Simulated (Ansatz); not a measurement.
# KBr: ab initio molecular dynamics

The task here is to estimate one member of a computed series from the others.

Method: DFT PBE, scalar-relativistic, plane waves, PAW, in Ansatz 0.2.0.

**The system as given**

The structure is cubic, space group Pm-3m (No. 221). Conventional cell: a = 4.043 Å, b = 4.043 Å, c = 4.043 Å, α = 90.00°, β = 90.00°, γ = 90.00°. Around K (site symmetry m-3m) lie 8 Br at 3.50 Å. Around Br (site symmetry m-3m) lie 8 K at 3.50 Å.

Coordinates:

```cif
data_structure
_symmetry_space_group_name_H-M 'Pm-3m'
_symmetry_Int_Tables_number 221
_cell_length_a 4.0435
_cell_length_b 4.0435
_cell_length_c 4.0435
_cell_angle_alpha 90.000
_cell_angle_beta 90.000
_cell_angle_gamma 90.000
_cell_volume 66.11
loop_
_atom_site_label
_atom_site_type_symbol
_atom_site_symmetry_multiplicity
_atom_site_Wyckoff_symbol
_atom_site_fract_x
_atom_site_fract_y
_atom_site_fract_z
_atom_site_occupancy
K1 K 1 a 0.00000 0.00000 0.00000 1
Br1 Br 1 b 0.50000 0.50000 0.50000 1
```

The structure comes from the Materials Project (structure only).

The first run:

input.yaml

```yaml
crystal:
  lattice:
    - [4.043499, 0.0, 0.0]
    - [0.0, 4.043499, 0.0]
    - [0.0, 0.0, 4.043499]
  atoms:
    - { symbol: K, position: [0.0, 0.0, 0.0] }
    - { symbol: Br, position: [0.5, 0.5, 0.5] }
basis:
  ecutwfc: 420
kpoints:
  mp_grid: { grid: [4, 4, 4] }
hamiltonian:
  xc: pbe
scf:
  occupations: { method: gaussian, width: 0.1 }
output:
  forces: true
  stress: true
  eigenvalues: true
```

Run with:

```
$ ansatz run input.yaml --threads 4 --pin off --max-ram 5120MiB --backend cpu --events-out ev --progress --plain --runs-dir out
```

Steps of the session up to this table: Probe: one point at the start; Reference: the perfect supercell; Molecular dynamics, 800 K.

One of the session's tables, all rows but one given; the rest of the session is left out.

It belongs to the step «The trajectory in numbers». Pair distribution functions g(r) over the second half, up to half the cell's height:

| r (Å) | Br-K | K-K |
| --- | --- | --- |
| 2.65 | 0.0 | 0.0 |
| 2.75 | 0.6 | 0.0 |
| 2.85 | 1.0 | 0.0 |
| 2.95 | 3.3 | 0.0 |
| 3.05 | 4.9 | 0.0 |
| 3.15 | 4.9 | 0.0 |
| 3.25 | 3.1 | 0.0 |
| 3.35 | 2.8 | 0.2 |
| 3.45 | 1.6 | 0.1 |
| 3.55 | 1.6 | 0.7 |
| 3.65 | 1.0 | 1.1 |
| 3.75 | 1.6 | 1.0 |
| 3.85 | ? | ? |
| 3.95 | 0.8 | 1.6 |

Q: Estimate the row for r (Å) = 3.85 from the others.

Worked estimate for «Br-K». A straight line through the neighbours (3.75, 1.6) and (3.95, 0.8) gives 1.6 + (0.8 − 1.6) × (3.85 − 3.75) / (3.95 − 3.75) = 1.2; a parabola fitted to 3 rows on both sides gives 1.5.

**Answer.** Br-K: 2.0; K-K: 1.7. In «Br-K» the line misses by -0.8 and the parabola by -0.5. Between these rows the values bend or scatter more than so simple an estimate can follow.

Caveats from the session: Runs this short are not equilibrated, so the means are rough. Warnings in the runs' records: symmetry auto disabled, stress scf threshold loose.
